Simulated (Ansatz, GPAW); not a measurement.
# Geometry or basis: what sets the conductance of hydroquinonedithiol between two Pt chains, part 3 of 5

Wanted: T(E) of hydroquinonedithiol between two Pt chains at a relaxed geometry in two programs, beside the unrelaxed structure.

GPAW 26.7.0 and Ansatz 0.2.0; Ansatz plane waves; relaxation of the junction with the lead ends held; PAW set soft_1 (the session's first sound run).

So far, transmission at the Fermi level (one spin): step 3 (plane-wave reference (PBE)) 0.336.

**4. GPAW, dzp**

The script solves lead and junction separately, takes H and S in the orbital basis, and joins semi-infinite leads through their self-energies; the dzp basis is the working standard.

This step: GPAW LCAO, PAW setups; Landauer transmission from Green's functions with principal layers (ASE), zero bias (GPAW 26.7.0).

Contents of run.py:

```python
import json
import numpy as np
from ase import Atoms
from ase.transport.calculators import TransportCalculator
from gpaw import GPAW, FermiDirac
from gpaw.lcao.tools import get_lcao_hamiltonian
from scipy.linalg import eigh

# The junction with lead layers at both ends, along the third cell vector
device = Atoms(
    ['Pt', 'Pt', 'Pt', 'Pt', 'Pt', 'Pt', 'Pt', 'Pt', 'S', 'H', 'C', 'C', 'H', 'O', 'C', 'C', 'O', 'H', 'C', 'C', 'H', 'S', 'Pt', 'Pt', 'Pt', 'Pt', 'Pt', 'Pt', 'Pt', 'Pt'],
    positions=[
        [6.26870, 4.50000, 1.20000],
        [6.26870, 4.50000, 3.60000],
        [6.26870, 4.50000, 6.00000],
        [6.26870, 4.50000, 8.40000],
        [6.26870, 4.50000, 10.80000],
        [6.26870, 4.50000, 13.20000],
        [5.20733, 4.64564, 15.34482],
        [5.99900, 4.54852, 17.64355],
        [5.03084, 4.58103, 19.61277],
        [7.90616, 4.56008, 20.63917],
        [5.80247, 4.57840, 21.16945],
        [7.18128, 4.56741, 21.45248],
        [3.37261, 4.60429, 21.15443],
        [3.54785, 4.60092, 22.12301],
        [4.88285, 4.58799, 22.30421],
        [7.65281, 4.56673, 22.75849],
        [8.98791, 4.55875, 22.93980],
        [9.16315, 4.55999, 23.90839],
        [5.35442, 4.58248, 23.61022],
        [6.73325, 4.57217, 23.89312],
        [4.62937, 4.58737, 24.42346],
        [7.50508, 4.56230, 25.44971],
        [6.53913, 4.54430, 27.41993],
        [7.32457, 4.66343, 29.71990],
        [6.26870, 4.50000, 31.86692],
        [6.26870, 4.50000, 34.26692],
        [6.26870, 4.50000, 36.66692],
        [6.26870, 4.50000, 39.06692],
        [6.26870, 4.50000, 41.46692],
        [6.26870, 4.50000, 43.86692]],
    cell=[[12.53741, 0.0, 0.0], [0.0, 9.0, 0.0], [0.0, 0.0, 45.06692]],
    pbc=True)

# One principal layer of the lead: the first 5 atoms of the device
lead = Atoms(
    ['Pt', 'Pt', 'Pt', 'Pt', 'Pt'],
    positions=[
        [6.26870, 4.50000, 1.20000],
        [6.26870, 4.50000, 3.60000],
        [6.26870, 4.50000, 6.00000],
        [6.26870, 4.50000, 8.40000],
        [6.26870, 4.50000, 10.80000]],
    cell=[[12.53741, 0.0, 0.0], [0.0, 9.0, 0.0], [0.0, 0.0, 12.0]],
    pbc=True)

settings = dict(mode='lcao', basis='dzp', xc='PBE', h=0.18,
                occupations=FermiDirac(0.1), maxiter=250,
                mixer=dict(beta=0.1, nmaxold=8, weight=100.0),
                convergence=dict(density=0.0001))
energies = np.arange(-2, 2 + 1e-9, 0.025)
eta = 0.0001
n1, n2 = 1, 1
# k and -k transmit alike, so half of the mesh across the current serves
mesh = [(i, j) for i in range(n1) for j in range(n2) if (i, j) <= (-i % n1, -j % n2)]
weights = np.array([1 if (i, j) == (-i % n1, -j % n2) else 2 for i, j in mesh]) / (n1 * n2)


def ground_state(atoms, size, txt):
    atoms.calc = GPAW(kpts={'size': size, 'gamma': True}, symmetry={'tolerance': 1e-3}, txt=txt, **settings)
    atoms.get_potential_energy()
    return atoms.calc.get_fermi_level()


def blocks(atoms, fermi, points, nz, cells):
    """H - E_F S and S between cell 0 and the cells above it, at each point across the current."""
    kz = np.arange(nz) / nz
    calc = atoms.calc.fixed_density(kpts=[(*k, z) for k in points for z in kz], symmetry='off', txt=None)
    H, S = get_lcao_hamiltonian(calc)
    H = (H - fermi * S).reshape(len(H), len(points), nz, *S.shape[1:])
    S = S.reshape(H.shape[1:])
    phases = [np.exp(-2j * np.pi * kz * R) / nz for R in cells]
    return [(np.einsum('skzij,z->ksij', H, p), np.einsum('kzij,z->kij', S, p)) for p in phases]


def pair(a, b):
    return np.block([[a, b], [b.T.conj(), a]])


def count_channels(h, s, cells, nk=240):
    """Half the number of times that the lead's bands cross each energy, unfolded to its shortest repeat."""
    b = len(h) // cells
    bands = []
    for k in (np.arange(nk + 1) + 0.5) / nk:
        hk, sk = h[:b, :b].copy(), s[:b, :b].copy()
        for R in range(1, cells):
            phase, block = np.exp(2j * np.pi * k * R), slice(R * b, (R + 1) * b)
            hk += h[:b, block] * phase + (h[:b, block] * phase).T.conj()
            sk += s[:b, block] * phase + (s[:b, block] * phase).T.conj()
        w, u = eigh(sk)
        x = u[:, w > 1e-5] / w[w > 1e-5]**0.5  # drop near-dependent combinations
        bands.append(np.r_[eigh(x.T.conj() @ hk @ x, eigvals_only=True), [1e9] * (w <= 1e-5).sum()])
    below = np.array(bands)[:, :, None] < energies
    return (below[1:] != below[:-1]).sum((0, 1)) / 2


fermi_lead = ground_state(lead, (1, 1, 10), 'lead.txt')
fermi_device = ground_state(device, (1, 1, 2), 'device.txt')
T, channels, eigen, tail, misfit, shifts = [], [], [], 0.0, 0.0, []
for first in range(0, len(mesh), 123):
    points = [(i / n1, j / n2) for i, j in mesh[first:first + 123]]
    (H0k, S0k), (H1k, S1k), (H2k, _) = blocks(lead, fermi_lead, points, 5, range(3))
    [(Hk, Sk)] = blocks(device, fermi_device, points, 2, [0])
    tail = max(tail, abs(H2k).max())
    for H0, S0, H1, S1, H, S in zip(H0k, S0k, H1k, S1k, Hk, Sk):
        n = len(S0)
        # Shift the lead onto the potential of the device's first layer
        shift = ((H[:, 0, 0] - H0[:, 0, 0]) / S0[0, 0]).real.mean()
        shifts.append(shift)
        misfit = max(misfit, abs(H[:, :n, :n] - H0 - shift * S0).max())
        Tk, Ck, Ek = [], [], []
        for s in range(len(H)):
            t = s % len(H0)  # a lead without moments serves both spins
            h1, s1 = pair(H0[t] + shift * S0, H1[t] + shift * S1), pair(S0, S1)
            leads = dict(h1=h1, s1=s1, energies=energies, eta=eta, eta1=eta, eta2=eta)
            calc = TransportCalculator(h=H[s], s=S, eigenchannels=3, **leads)
            Tk.append(calc.get_transmission())
            Ek.append(np.sort(calc.eigenchannels_ne, axis=0)[::-1])
            Ck.append(count_channels(h1, s1, 10))
        T.append(Tk)
        channels.append(Ck)
        eigen.append(Ek)
T, channels = np.array(T), np.array(channels)
mean, open_channels = np.einsum('kse,k->se', T, weights), np.einsum('kse,k->se', channels, weights)

print(f'basis functions: device {len(S)}, principal layer {n}')
print(f'Fermi level: lead {fermi_lead:.4f} eV, device {fermi_device:.4f} eV; lead shifted by {np.mean(shifts):.4f} eV')
print(f'largest coupling past the next layer {tail:.2e} eV, largest misfit of the first layer {misfit:.3f} eV')
print('  E-E_F (eV)   ' + 'T (one spin)  channels')
for e, t, c in zip(energies, mean.T, open_channels.T):
    print(f'{e:10.3f}  ', *[f'{x:11.4e}' for x in t], *[f'{x:9.4f}' for x in c])

kT = 8.617333e-5 * 300
fine = np.linspace(energies[0], energies[-1], 4001)
both = np.exp(np.interp(fine, energies, np.log(np.maximum(mean.sum(0) * 2 / len(mean), 1e-30))))
fermi = lambda mu: 1 / (1 + np.exp(np.clip((fine - mu) / kT, -200, 200)))
slope = fermi(0) * (1 - fermi(0)) / kT
G = np.trapezoid(both * slope, fine) / 2
seebeck = -np.trapezoid(both * slope * fine, fine) / (2 * G * 300) * 1e6
print(f'conductance at 300 K: {G:.5g} G0 a cell; thermopower {seebeck:.4g} uV/K')
bias = [0.1, 0.2, 0.5, 1.0, 1.5, 2.0]
current = [38.74 * np.trapezoid(both * (fermi(V / 2) - fermi(-V / 2)), fine) for V in bias]
for V, I in zip(bias, current):
    print(f'current from the zero-bias T(E) at {V} V: {I:.5g} uA')
zero = abs(energies).argmin()
json.dump(dict(energies=energies.tolist(), T=mean.tolist(), channels=open_channels.tolist(), G=G, seebeck=seebeck,
               bias=bias, current=current, tail=tail, misfit=misfit, shift=np.mean(shifts), n_device=len(S), n_lead=n,
               fermi=[fermi_lead, fermi_device], energy=device.get_potential_energy(),
               moments=device.get_magnetic_moments().tolist(), mesh=mesh, weights=weights.tolist(),
               T_k=T[:, :, zero].tolist(), eigen=np.array(eigen[0]).tolist()), open('result.json', 'w'))
```

Run with:

```
$ OMP_NUM_THREADS=1 OPENBLAS_NUM_THREADS=1 python run.py
```

Log:

```text
basis functions: device 582, principal layer 135
Fermi level: lead -4.9170 eV, device -4.5852 eV; lead shifted by 0.0027 eV
largest coupling past the next layer 8.09e-06 eV, largest misfit of the first layer 0.142 eV
  E-E_F (eV)   T (one spin)  [channel counts left out]
    -2.000    8.6376e-01
    -1.975    8.6045e-01
    -1.950    8.5794e-01
    -1.925    8.5603e-01
    -1.900    8.5451e-01
    -1.875    8.5316e-01
    -1.850    8.5176e-01
    -1.825    8.5008e-01
    -1.800    8.4791e-01
    -1.775    8.4502e-01
    -1.750    8.4120e-01
    -1.725    8.3620e-01
    -1.700    8.2970e-01
    -1.675    8.2115e-01
    -1.650    8.0958e-01
    -1.625    7.9347e-01
[...]
1.825    2.2088e-04
     1.850    2.1353e-04
     1.875    2.0599e-04
     1.900    1.9820e-04
     1.925    1.9011e-04
     1.950    1.8167e-04
     1.975    1.7281e-04
     2.000    1.6347e-04
conductance at 300 K: 0.34221 G0 a cell; thermopower 63.35 uV/K
current from the zero-bias T(E) at 0.1 V: 2.7489 uA
current from the zero-bias T(E) at 0.2 V: 6.0016 uA
current from the zero-bias T(E) at 0.5 V: 18.318 uA
current from the zero-bias T(E) at 1.0 V: 42.188 uA
current from the zero-bias T(E) at 1.5 V: 60.822 uA
current from the zero-bias T(E) at 2.0 V: 64.155 uA
```

Elapsed: 15 min, on 1 thread of Arm Neoverse V1, shared host; peak memory 2.9 GiB.

This step gave:

- conductance: 0.3422 G₀
- thermopower: 63.35 μV/K
- largest coupling past the next principal layer: 8.09e-6 eV
- largest misfit of the first principal layer: 0.1425 eV
- shift that aligns the lead: 0.002744 eV
- basis functions of the junction: 582
- basis functions of a principal layer: 135
- transmission at the Fermi level (one spin): 0.3047

One spin. Transmission, zone mean against energy, zero at the Fermi level:

| energy (eV) | transmission, zone mean |
| --- | --- |
| -2.000 | 0.864 |
| -1.900 | 0.855 |
| -1.800 | 0.848 |
| -1.700 | 0.830 |
| -1.600 | 0.771 |
| -1.500 | 0.651 |
| -1.400 | 0.458 |
| -1.300 | 0.265 |
| -1.200 | 0.0892 |
| -1.100 | 0.0540 |
| -1.000 | 0.113 |
| -0.900 | 0.0817 |
| -0.800 | 0.0651 |
| -0.725 | 1.00 |
| -0.700 | 0.963 |
| -0.600 | 0.855 |
| -0.500 | 0.998 |
| -0.400 | 0.747 |
| -0.300 | 0.831 |
| -0.250 | 1.000 |
| -0.200 | 0.978 |
| -0.100 | 0.798 |
| 0.000 | 0.305 |
| 0.100 | 0.157 |
| 0.200 | 0.127 |
| 0.300 | 0.162 |
| 0.400 | 0.463 |
| 0.450 | 0.989 |
| 0.500 | 0.386 |
| 0.600 | 0.0345 |
| 0.700 | 0.00679 |
| 0.800 | 0.00172 |
| 0.900 | 0.00107 |
| 1.000 | 7.8e-4 |
| 1.100 | 6.1e-4 |
| 1.200 | 5.0e-4 |
| 1.300 | 4.2e-4 |
| 1.400 | 3.6e-4 |
| 1.500 | 3.2e-4 |
| 1.600 | 2.9e-4 |
| 1.700 | 2.6e-4 |
| 1.800 | 2.3e-4 |
| 1.900 | 2.0e-4 |
| 2.000 | 1.6e-4 |

Not self-consistent under bias; the bias window is split evenly. Current through one cell, from the zero-bias transmission against bias:

| bias (V) | current through one cell, from the zero-bias transmission (μA) |
| --- | --- |
| 0.100 | 2.75 |
| 0.200 | 6.00 |
| 0.500 | 18.3 |
| 1.000 | 42.2 |
| 1.500 | 60.8 |
| 2.000 | 64.2 |

Table of transmission of the three most open eigenchannels by energy, zero at the Fermi level:

| energy (eV) | channel 1 | channel 2 | channel 3 |
| --- | --- | --- | --- |
| -2.000 | 0.858 | 0.00599 | 2.5e-4 |
| -1.900 | 0.849 | 0.00509 | 6.8e-4 |
| -1.800 | 0.841 | 0.00435 | 0.00221 |
| -1.700 | 0.818 | 0.00808 | 0.00355 |
| -1.600 | 0.756 | 0.0121 | 0.00311 |
| -1.500 | 0.639 | 0.00783 | 0.00387 |
| -1.400 | 0.449 | 0.00639 | 0.00284 |
| -1.300 | 0.257 | 0.00703 | 5.9e-4 |
| -1.200 | 0.0803 | 0.00843 | 3.9e-4 |
| -1.100 | 0.0321 | 0.0214 | 4.0e-4 |
| -1.000 | 0.0903 | 0.0224 | 4.2e-4 |
| -0.900 | 0.0578 | 0.0230 | 8.4e-4 |
| -0.800 | 0.0479 | 0.0158 | 0.00133 |
| -0.700 | 0.955 | 0.00646 | 0.00162 |
| -0.600 | 0.850 | 0.00343 | 0.00189 |
| -0.500 | 0.994 | 0.00201 | 0.00188 |
| -0.400 | 0.744 | 0.00160 | 0.00150 |
| -0.300 | 0.828 | 0.00243 | 0.00134 |
| -0.200 | 0.975 | 0.00127 | 0.00117 |
| -0.100 | 0.797 | 0.00145 | 9.5e-5 |
| 0.000 | 0.303 | 0.00171 | 2.5e-5 |
| 0.100 | 0.155 | 0.00192 | 9.8e-6 |
| 0.200 | 0.125 | 0.00204 | 3.4e-6 |
| 0.300 | 0.160 | 0.00195 | 7.6e-7 |
| 0.400 | 0.461 | 0.00226 | 3.4e-7 |
| 0.500 | 0.383 | 0.00269 | 1.4e-7 |
| 0.600 | 0.0314 | 0.00309 | 5.4e-8 |
| 0.700 | 0.00501 | 0.00178 | 9.9e-9 |
| 0.800 | 0.00172 | 4.5e-12 | 0 |
| 0.900 | 0.00107 | 0 | 0 |
| 1.000 | 7.8e-4 | 0 | 0 |
| 1.100 | 6.1e-4 | 0 | 0 |
| 1.200 | 5.0e-4 | 0 | 0 |
| 1.300 | 4.2e-4 | 0 | 0 |
| 1.400 | 3.6e-4 | 0 | 0 |
| 1.500 | 3.2e-4 | 0 | 0 |
| 1.600 | 2.9e-4 | 1.0e-12 | 0 |
| 1.700 | 2.6e-4 | 1.1e-12 | 0 |
| 1.800 | 2.3e-4 | 1.2e-12 | 0 |
| 1.900 | 2.0e-4 | 1.3e-12 | 0 |
| 2.000 | 1.6e-4 | 1.3e-12 | 0 |

At the Fermi level T is 0.305 against 0.336 in plane waves. Couplings past the next layer reach 8.1e-6 eV, small enough to drop; the matrix elements of the cell's first layer differ from the bulk lead's by up to 0.14 eV. That layer keeps its own values in the calculation, and only beyond it is the lead taken as perfect. The Fermi levels of lead and junction count from different zeros of potential, one for each periodic cell; with both set to zero, the small remaining shift is what aligns them. Without spin-orbit coupling, which is large for these atoms, channel counts and T are those of the scalar-relativistic bands. By hand: G = 0.3422 × 77.48 μS = 26.5 μS, a resistance of 37.7 kΩ; at 0.1 V a linear junction would pass 2.65 μA, and the integral over the bias window gives 2.75 μA. Mott's formula, S = -(π²/3)(k_B²T/e) d ln T/dE, has the prefactor 7.33 μV/K·eV at 300 K; T = 0.3860 at -0.025 eV and 0.2471 at 0.025 eV give a slope of -8.92 per eV and S = 65.4 μV/K, beside 63.3 μV/K from the thermal integral, which interpolates the same grid.

**5. GPAW, szp: basis = "szp(dzp)"**

The second zeta is dropped, the polarisation orbitals stay.

Edit run.py of step 4 so:

```diff
@@ -57,3 +57,3 @@
 
-settings = dict(mode='lcao', basis='dzp', xc='PBE', h=0.18,
+settings = dict(mode='lcao', basis='szp(dzp)', xc='PBE', h=0.18,
                 occupations=FermiDirac(0.1), maxiter=250,
```

Log:

```text
basis functions: device 346, principal layer 75
Fermi level: lead -5.0446 eV, device -4.8393 eV; lead shifted by 0.0021 eV
largest coupling past the next layer 8.13e-06 eV, largest misfit of the first layer 0.145 eV
  E-E_F (eV)   T (one spin)  [channel counts left out]
    -2.000    6.4909e-01
    -1.975    6.4379e-01
    -1.950    6.3875e-01
[...]
1.975    2.0107e-04
     2.000    1.9457e-04
conductance at 300 K: 0.28706 G0 a cell; thermopower 60 uV/K
current from the zero-bias T(E) at 0.1 V: 2.3136 uA
current from the zero-bias T(E) at 0.2 V: 5.1277 uA
current from the zero-bias T(E) at 0.5 V: 17.28 uA
current from the zero-bias T(E) at 1.0 V: 41.376 uA
current from the zero-bias T(E) at 1.5 V: 56.946 uA
current from the zero-bias T(E) at 2.0 V: 67.083 uA
```

Wall time 9.6 min (1 thread); peak memory 2.8 GiB.

Numbers from this step:

```yaml
conductance: 0.2871 G₀
thermopower: 60.00 μV/K
largest_coupling_past_the_next_principal_layer: 8.13e-6 eV
largest_misfit_of_the_first_principal_layer: 0.1449 eV
shift_that_aligns_the_lead: 0.002075 eV
basis_functions_of_the_junction: 346
basis_functions_of_a_principal_layer: 75
transmission_at_the_fermi_level_one_spin: 0.2549
```

One spin. Table of transmission, zone mean by energy, zero at the Fermi level:

energy (eV), transmission, zone mean and a bar:
```
   -2.000       0.65 ###################
   -1.900       0.63 ###################
   -1.800       0.60 ##################
   -1.700       0.55 ################
   -1.600       0.48 ##############
   -1.500       0.36 ###########
   -1.400       0.22 #######
   -1.300       0.11 ###
   -1.200       0.03 #
   -1.100       0.01 
   -1.000       0.05 #
   -0.900       0.81 ########################
   -0.875       1.01 ##############################
   -0.800       0.61 ##################
   -0.700       0.66 ####################
   -0.600       0.79 ########################
   -0.525       0.99 ##############################
   -0.500       0.98 #############################
   -0.400       0.73 ######################
   -0.300       0.86 ##########################
   -0.275       1.00 ##############################
   -0.200       0.99 ##############################
   -0.100       0.66 ####################
    0.000       0.25 ########
    0.100       0.15 ####
    0.200       0.14 ####
    0.300       0.26 ########
    0.400       0.96 #############################
    0.500       0.07 ##
    0.600       0.01 
    0.700       0.00 
    0.800       0.00 
    0.900       0.00 
    1.000       0.00 
    1.100       0.00 
    1.200       0.00 
    1.300       0.00 
    1.400       0.00 
    1.500       0.00 
    1.600       0.00 
    1.700       0.00 
    1.800       0.00 
    1.900       0.00 
    2.000       0.00
```

The conductance, 0.287 G₀, lies 16 % below that of the dzp run.

**6. GPAW, sz: basis = "sz(dzp)"**

One function for each valence shell of the setup, as for a first survey of a large system.

Edit run.py of step 5 so:

```diff
@@ -57,3 +57,3 @@
 
-settings = dict(mode='lcao', basis='szp(dzp)', xc='PBE', h=0.18,
+settings = dict(mode='lcao', basis='sz(dzp)', xc='PBE', h=0.18,
                 occupations=FermiDirac(0.1), maxiter=250,
```

Log:

```text
basis functions: device 236, principal layer 60
Fermi level: lead -5.0658 eV, device -4.9084 eV; lead shifted by 0.0042 eV
largest coupling past the next layer 8.11e-06 eV, largest misfit of the first layer 0.056 eV
  E-E_F (eV)   T (one spin)  [channel counts left out]
    -2.000    5.6490e-01
    -1.975    5.5883e-01
    -1.950    5.5234e-01
[...]
1.975    8.3751e-05
     2.000    7.9561e-05
conductance at 300 K: 0.31188 G0 a cell; thermopower 54.11 uV/K
current from the zero-bias T(E) at 0.1 V: 2.5141 uA
current from the zero-bias T(E) at 0.2 V: 5.5728 uA
current from the zero-bias T(E) at 0.5 V: 19.412 uA
current from the zero-bias T(E) at 1.0 V: 42.907 uA
current from the zero-bias T(E) at 1.5 V: 51.573 uA
current from the zero-bias T(E) at 2.0 V: 59.408 uA
```

The job ended after 7.3 min (1 thread; peak memory 2.7 GiB).

Numbers from this step:

```
conductance                                    : 0.3119 G₀
thermopower                                    : 54.11 μV/K
largest coupling past the next principal layer : 8.11e-6 eV
largest misfit of the first principal layer    : 0.05561 eV
shift that aligns the lead                     : 0.004210 eV
basis functions of the junction                : 236
basis functions of a principal layer           : 60
transmission at the Fermi level (one spin)     : 0.2766
```

One spin. The transmission, zone mean by energy, zero at the Fermi level:

| energy (eV) | transmission, zone mean |
| --- | --- |
| -2.000 | 0.565 |
| -1.900 | 0.537 |
| -1.800 | 0.493 |
| -1.700 | 0.425 |
| -1.600 | 0.331 |
| -1.500 | 0.218 |
| -1.400 | 0.117 |
| -1.300 | 0.0479 |
| -1.200 | 0.00846 |
| -1.100 | 0.00275 |
| -1.000 | 0.0187 |
| -0.900 | 0.438 |
| -0.875 | 0.957 |
| -0.800 | 0.470 |
| -0.700 | 0.298 |
| -0.600 | 0.376 |
| -0.500 | 0.835 |
| -0.450 | 0.996 |
| -0.400 | 0.886 |
| -0.300 | 0.863 |
| -0.250 | 0.998 |
| -0.200 | 0.991 |
| -0.100 | 0.699 |
| 0.000 | 0.277 |
| 0.100 | 0.188 |
| 0.200 | 0.263 |
| 0.300 | 0.977 |
| 0.400 | 0.104 |
| 0.500 | 0.0150 |
| 0.600 | 0.00444 |
| 0.700 | 0.00171 |
| 0.800 | 9.1e-4 |
| 0.900 | 6.1e-4 |
| 1.000 | 4.5e-4 |
| 1.100 | 3.5e-4 |
| 1.200 | 2.8e-4 |
| 1.300 | 2.3e-4 |
| 1.400 | 2.0e-4 |
| 1.500 | 1.7e-4 |
| 1.600 | 1.5e-4 |
| 1.700 | 1.3e-4 |
| 1.800 | 1.1e-4 |
| 1.900 | 9.6e-5 |
| 2.000 | 8.0e-5 |

The conductance, 0.312 G₀, lies 8.9 % below that of the dzp run.

(Part 3 of 5 ends here.)

[Logs are printed without paths, hosts, clocks, repeated set-up lines and the standing remarks that a program may print on its own settings, such as how far it seeks lower states.]

[Hosts, paths, dates, database ids (printed as entryN), source tags and the programs' standing remarks are cut or masked in the printed files.]
